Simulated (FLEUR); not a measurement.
# 1 ML V on Au(001), 3 substrate layers: which magnetic order is lowest

Wanted: the moments of 1 ML V on Au(001), 3 substrate layers and the energy of each order that was tried.

Method: PBE; all-electron FLAPW film, Dirac cores, scalar-relativistic bands, in FLEUR MaX-R8.1.

### 1. The structure

The cell holds 4 atoms: 3 Au and 1 V. Cell: a = 2.878 Å, b = 2.878 Å, c = 19.962 Å, α = 90.0°, β = 90.0°, γ = 90.0°. Vacuum lies along c.

Coordinates:

```cif
data_structure
_symmetry_space_group_name_H-M 'P 1'
_symmetry_Int_Tables_number 1
_cell_length_a 2.8779
_cell_length_b 2.8779
_cell_length_c 19.9625
_cell_angle_alpha 90.000
_cell_angle_beta 90.000
_cell_angle_gamma 90.000
_cell_volume 165.34
loop_
_atom_site_label
_atom_site_type_symbol
_atom_site_fract_x
_atom_site_fract_y
_atom_site_fract_z
_atom_site_occupancy
Au1 Au 0.00000 0.00000 0.35066 1
Au2 Au 0.50000 0.50000 0.45260 1
Au3 Au 0.00000 0.00000 0.55454 1
V4 V 0.50000 0.50000 0.64712 1
```

It is built of layers of Au (space group 225) and V (space group 229).

### 2. Start 1: ferro +

The parallel start comes first: it shows whether parallel moments hold.

inpgen writes inp.xml from crystal.txt; cutoffs, mixing, functional, smearing and local orbitals are then set in the file. The k list default-1 (kpts.xml, not shown) is a Γ-centred 12×12×1 mesh; where the ranks do not divide the number of points, some are split in two of half the weight.

inp.xml reads:

```
<?xml version="1.0" encoding="UTF-8" standalone="no"?>
<fleurInput fleurInputVersion="0.39">
   <comment>
      VAu3
   </comment>
   <calculationSetup>
      <cutoffs Kmax="3.6" Gmax="10.8" GmaxXC="10.8" numbands="0"/>
      <scfLoop itmax="140" minDistance="0.00002" maxIterBroyd="15" imix="Anderson" alpha="0.03" precondParam="0.0" spinf="2.0" sdNocoIR="T"/>
      <coreElectrons ctail="T" frcor="F" kcrel="0" coretail_lmax="0"/>
      <xcFunctional name="pbe" relativisticCorrections="F"/>
      <magnetism jspins="2"/>
      <soc l_soc="F" theta="0.0" phi="0.0" spav="F"/>
      <expertModes spex="0" secvar="F"/>
      <geometryOptimization l_f="F" forcealpha="1.0" forcemix="BFGS" epsdisp="0.00001" epsforce="0.00001"/>
      <ldaU l_linMix="F" mixParam="0.05" spinf="1.0"/>
   </calculationSetup>
   <cell>
      <bzIntegration valenceElectrons="64.0" mode="hist" fermiSmearingEnergy="0.00183747">
         <kPointListSelection listName="default-1"/>
         <xi:include xmlns:xi="http://www.w3.org/2001/XInclude" href="kpts.xml"> </xi:include>
      </bzIntegration>
      <xi:include xmlns:xi="http://www.w3.org/2001/XInclude" href="sym.xml"> </xi:include>
      <filmLattice scale="1.0" dVac="16.92" dTilda="19.42">
         <bravaisMatrixFilm>
            <row-1>    5.4384900571394548     0.0000000000000000</row-1>
            <row-2>    0.0000000000000000     5.4384900571394548</row-2>
         </bravaisMatrixFilm>
         <vacuumEnergyParameters vacuum="1" spinUp="-.25" spinDown="-.25"/>
         <vacuumEnergyParameters vacuum="2" spinUp="-.25" spinDown="-.25"/>
      </filmLattice>
   </cell>
   <atomSpecies>
      <species name="Gold (Au)" element="Au" atomicNumber="79">
         <mtSphere radius="2.47" gridPoints="817" logIncrement="0.016"/>
         <atomicCutoffs lmax="10" lnonsphr="8"/>
         <electronConfig flipSpins="F">
            <coreConfig>(1s1/2) (2s1/2) (2p1/2) (2p3/2) (3s1/2) (3p1/2) (3p3/2) (4s1/2) (3d3/2) (3d5/2) (4p1/2) (4p3/2) (5s1/2) (4d3/2) (4d5/2) (4f5/2) (4f7/2)</coreConfig>
            <valenceConfig>(5p1/2) (5p3/2) (6s1/2) (5d3/2) (5d5/2)</valenceConfig>
            <stateOccupation state="(6s1/2)" spinUp="0.500000" spinDown="0.500000"/>
         </electronConfig>
         <energyParameters s="6" p="6" d="5" f="5"/>
         <lo type="SCLO" l="1" n="5" eDeriv="0"/>
      </species>
      <species name="Vanadium (2.501" element="V" atomicNumber="23">
         <mtSphere radius="2.47" gridPoints="817" logIncrement="0.015"/>
         <atomicCutoffs lmax="10" lnonsphr="8"/>
         <electronConfig flipSpins="F">
            <coreConfig>(1s1/2) (2s1/2) (2p1/2) (2p3/2)</coreConfig>
            <valenceConfig>(3s1/2) (3p1/2) (3p3/2) (4s1/2) (3d3/2) (3d5/2)</valenceConfig>
            <stateOccupation state="(3d3/2)" spinUp="0.9505" spinDown="0.2495"/>
            <stateOccupation state="(3d5/2)" spinUp="1.8" spinDown="0.0"/>
         </electronConfig>
         <energyParameters s="4" p="4" d="3" f="4"/>
         <lo type="SCLO" l="0" n="3" eDeriv="0"/>
         <lo type="SCLO" l="1" n="3" eDeriv="0"/>
      </species>
   </atomSpecies>
   <atomGroups>
      <atomGroup species="Gold (Au)">
         <filmPos label="                   1">.0000000000 .0000000000 -5.5918231710</filmPos>
         <force calculate="T" relaxXYZ="TTT"/>
      </atomGroup>
      <atomGroup species="Gold (Au)">
         <filmPos label="                   2">1.000/2.000 1.000/2.000 -1.7462057570</filmPos>
         <force calculate="T" relaxXYZ="TTT"/>
      </atomGroup>
      <atomGroup species="Gold (Au)">
         <filmPos label="                   3">.0000000000 .0000000000 2.0993739333</filmPos>
         <force calculate="T" relaxXYZ="TTT"/>
      </atomGroup>
      <atomGroup species="Vanadium (2.501">
         <filmPos label="                   4">1.000/2.000 1.000/2.000 5.5918231710</filmPos>
         <force calculate="T" relaxXYZ="TTT"/>
      </atomGroup>
   </atomGroups>
   <output dos="F" band="F" slice="F">
      <bandDOS minEnergy="-.5*Htr" maxEnergy="0.5*Htr" sigma="0.015" storeEVData="T"/>
      <plotting iplot="0" polar="F">
         <plot TwoD="T" vec1="  1.0  0.0  0.0" vec2="  0.0  1.0  0.0" vec3="  0.0  0.0  1.0" zero="  0.0  0.0 -0.5" file="plot"/>
      </plotting>
      <moessbauerParams electricFieldGradient="F" isomerShift="F" coreHyperfine="F" valenceHyperfine="F"/>
   </output>
</fleurInput>
```

crystal.txt reads:

```
VAu3
&input film=T cartesian=F /
2.87792500000  0.00000000000  0.00000000000
0.00000000000  2.87792500000  0.00000000000
0.00000000000  0.00000000000  1.00000000000
1.8897261246
1.0 1.0 1.0

4
79 0.00000000000  0.00000000000  -5.59182317100
79 0.50000000000  0.50000000000  -1.74620575703
79 0.00000000000  0.00000000000  2.09937393335
23 0.50000000000  0.50000000000  5.59182317100 : 2.501

&kpt div1=12 div2=12 div3=1 gamma=T /
```

The run is started by

```
$ OMP_NUM_THREADS=1 inpgen -f crystal.txt > inpgen.log  # inp.xml is then edited as shown
$ OMP_NUM_THREADS=1 mpirun -n 4 fleur_MPI > fleur.log
```

The log of the run:

```text
Welcome to FLEUR        (www.flapw.de)
      MaX-Release 8.1          (www.max-centre.eu)

 ========== k-point set info ==========
 Selected k-point list: default-1
 k-point list type: mesh
 12 x 12 x 1
 Number of k points: 28

 ------------Calculation Setup---------------------------
 Number of MPI-tasks      :            4
 Number of PE/node        :            4
 Number of OMP-threads    :            1
 k-points in parallel     :            4
 pe's per k-point         :            1
 No of k-point loops      :            7
 Eigenvalue solver        :       lapack
 Number of basis functions:          488
 Approximate size of matrices (H+S) per k-point:         0.007 GB
 --------------------------------------------------------
 Iteration:     1   Distance:      59.23202667 me/bohr^3
 Iteration:     2   Distance:      36.67041598 me/bohr^3
 Iteration:     3   Distance:      17.72732078 me/bohr^3
 Iteration:     4   Distance:      13.48723969 me/bohr^3
 Iteration:     5   Distance:      12.30815561 me/bohr^3
 Iteration:     6   Distance:       7.65680439 me/bohr^3
 Iteration:     7   Distance:       7.04409030 me/bohr^3
 Iteration:     8   Distance:       4.09910516 me/bohr^3
 Iteration:     9   Distance:       4.25906546 me/bohr^3
 Iteration:    10   Distance:       2.99360188 me/bohr^3
[... 30 iterations left out ...]
 Iteration:    41   Distance:       0.00074983 me/bohr^3
 Iteration:    42   Distance:       0.00019565 me/bohr^3
 Iteration:    43   Distance:       0.00010919 me/bohr^3
 Iteration:    44   Distance:       0.00014158 me/bohr^3
 Iteration:    45   Distance:       0.00013603 me/bohr^3
 Iteration:    46   Distance:       0.00017162 me/bohr^3
 Iteration:    47   Distance:       0.00007052 me/bohr^3
 Iteration:    48   Distance:       0.00004469 me/bohr^3
 Iteration:    49   Distance:       0.00002920 me/bohr^3
 Iteration:    50   Distance:       0.00001590 me/bohr^3

 ********************************************************************
 Run finished successfully
 Stop message:
   all done
 ********************************************************************

--- out.xml (last complete iteration) ---
<iteration numberForCurrentRun="   50" overallNumber="   50">
         [... left out ...]
         <bandgap value="0.0026549349" units="eV"/>
         <sumValenceSingleParticleEnergies value="-65.8155055732" units="Htr"/>
         <FermiEnergy value="-0.1497931089" units="Htr"/>
         <valenceDensity>
            <mtCharges spin="1">
               <mtCharge atomType="1" total="7.6576954" s="0.2521448" p="3.0905685" d="4.3018805" f="0.0101332"/>
               <mtCharge atomType="2" total="7.6922761" s="0.2411956" p="3.1391217" d="4.2914829" f="0.0160364"/>
               <mtCharge atomType="3" total="7.7431000" s="0.2774380" p="3.1741678" d="4.2686381" f="0.0181757"/>
               <mtCharge atomType="4" total="6.9598118" s="1.1609129" p="3.1290078" d="2.6542051" f="0.0119768"/>
            </mtCharges>
            <mtCharges spin="2">
               <mtCharge atomType="1" total="7.6411813" s="0.2460978" p="3.0889872" d="4.2930640" f="0.0100720"/>
               <mtCharge atomType="2" total="7.6819084" s="0.2406465" p="3.1377397" d="4.2831567" f="0.0159597"/>
               <mtCharge atomType="3" total="7.6973132" s="0.2926061" p="3.1686086" d="4.2194641" f="0.0132659"/>
               <mtCharge atomType="4" total="4.5971084" s="1.1196997" p="3.0679420" d="0.3980532" f="0.0085377"/>
            </mtCharges>
            <spinDependentCharge spin="1" total="33.4885435" interstitial="3.2642196" mtSpheres="30.0528833" vacuum1="0.1183381" vacuum2="0.0531027"/>
            <spinDependentCharge spin="2" total="30.5114567" interstitial="2.8247292" mtSpheres="27.6175114" vacuum1="0.0178750" vacuum2="0.0513411"/>
            <totalCharge value="64.0000002709"/>
         </valenceDensity>
         [... left out ...]
         <allElectronCharges>
            <spinDependentCharge spin="1" total="131.4885435" interstitial="3.2653531" mtSpheres="128.0517485" vacuum1="0.1183381" vacuum2="0.0531039"/>
            <spinDependentCharge spin="2" total="128.5114567" interstitial="2.8258634" mtSpheres="125.6163760" vacuum1="0.0178750" vacuum2="0.0513423"/>
            <totalCharge value="260.0000002617"/>
         </allElectronCharges>
         <magneticMomentsInMTSpheres units="muBohr">
            <globalMagMoment atomType="1" vec="0.00000   0.00000   0.01651"/>
            <localMagMoment atomType="1" vec="0.00000   0.00000   0.01651"/>
            <globalMagMoment atomType="2" vec="0.00000   0.00000   0.01037"/>
            <localMagMoment atomType="2" vec="0.00000   0.00000   0.01037"/>
            <globalMagMoment atomType="3" vec="0.00000   0.00000   0.04579"/>
            <localMagMoment atomType="3" vec="0.00000   0.00000   0.04579"/>
            <globalMagMoment atomType="4" vec="0.00000   0.00000   2.36270"/>
            <localMagMoment atomType="4" vec="0.00000   0.00000   2.36270"/>
         </magneticMomentsInMTSpheres>
         <moessbauerParams unitsHFF="kG" unitsIS="e/bohr^3" unitsEFG="Htr/bohr^2">
         </moessbauerParams>
         <totalEnergy value="   -58093.0161456554" units="Htr">
            <sumOfEigenvalues value="   -35821.6202705758">
               <coreElectrons value="-35755.8047650026"/>
               <valenceElectrons value="-65.8155055732"/>
            </sumOfEigenvalues>
            <densityCoulombPotentialIntegral value="-100952.9835965936"/>
            <densityEffectivePotentialIntegral value="-102446.9870277436"/>
            <chargeDenXCDenIntegral value="-1142.0006838675"/>
            <FockExchangeEnergyValence value="0.0000000000"/>
            <FockExchangeEnergyCore value="0.0000000000"/>
            <atomTypeDependentContributions atomType="1">
               <electronNucleiInteractionDifferentMTs value="23969.0751921812"/>
               <MadelungTerm value="-21.3836276016"/>
            </atomTypeDependentContributions>
            <atomTypeDependentContributions atomType="2">
               <electronNucleiInteractionDifferentMTs value="23970.3732686341"/>
               <MadelungTerm value="-19.2882463334"/>
            </atomTypeDependentContributions>
            <atomTypeDependentContributions atomType="3">
               <electronNucleiInteractionDifferentMTs value="23971.2100319862"/>
               <MadelungTerm value="-17.7132684904"/>
            </atomTypeDependentContributions>
            <atomTypeDependentContributions atomType="4">
               <electronNucleiInteractionDifferentMTs value="1126.3988416410"/>
               <MadelungTerm value="-4.4479437908"/>
            </atomTypeDependentContributions>
            <tkbTimesEntropy value="0.0009306357"/>
            <freeEnergy value="-58093.0170762911"/>
            <extrapolationTo0K value="-58093.0166109733"/>
         </totalEnergy>
         <densityConvergence units="me/bohr^3">
            <chargeDensity spin="1" distance="0.0000082647"/>
            <chargeDensity spin="2" distance="0.0000090664"/>
            <overallChargeDensity distance="0.0000159023"/>
            <spinDensity distance="0.0000069373"/>
         </densityConvergence>
      </iteration>
```

It took 3.4 min on 4 MPI ranks of Arm Neoverse V1, shared host; peak memory 0.43 GiB; 14 min of CPU time.

Spin moment in the muffin-tin sphere by atom:

```
atom  spin moment in the muffin-tin sphere (μB)
 Au1                                       0.02
 Au2                                       0.01
 Au3                                       0.05
  V4                                       2.36
```

Numbers from this step:

```yaml
free_energy: -1580791.5259 eV
program_s_band_gap_on_this_mesh_in_a_metal_only_a_level_spacing: 0.002655 eV
magnetization: 2.977 μB
final_state: ferromagnetic
```

After 50 cycles the largest moment stands at 2.36 μB.

[end of part 1 of 3]

[Logs and program files are shortened in this print: banners, set-up blocks, solver, clock and traceback lines can be left out without a mark of their own.]

[Logs are printed without paths, hosts, clocks, repeated set-up lines and the standing remarks that a program may print on its own settings, such as how far it seeks lower states.]

[Hosts, paths, dates, database ids (printed as entryN), source tags and the programs' standing remarks are cut or masked in the printed files.]

[Where a cell is said to come from a database of computed structures, the database is the Materials Project.]
